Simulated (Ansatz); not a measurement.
hcp against bcc along group 4

Computed with DFT, revPBE, plane waves (420 eV) with PAW, scalar-relativistic in Ansatz. The PAW files were generated under PBE, with cores re-solved for the functional.

Each structure is relaxed within its symmetry, in the lowest magnetic state of the tried starts. Differences under about 8 meV lie within the error of the k-point mesh.

```
element  E(hcp) − E(bcc) (meV/atom)  V(hcp) (Å³/atom)  V(bcc) (Å³/atom)  state of hcp       state of bcc
     Ti                        -116             17.77             17.72  non-magnetic  spin not included
     Zr                         -92             23.79             23.35  non-magnetic  spin not included
     Hf                           ?                 ?                 ?             ?                  ?
```

Q: Fill in the row of Hf.

A: E(hcp) − E(bcc) (meV/atom): -186; V(hcp) (Å³/atom): 23.00; V(bcc) (Å³/atom): 22.83; state of hcp: spin not included; state of bcc: spin not included.
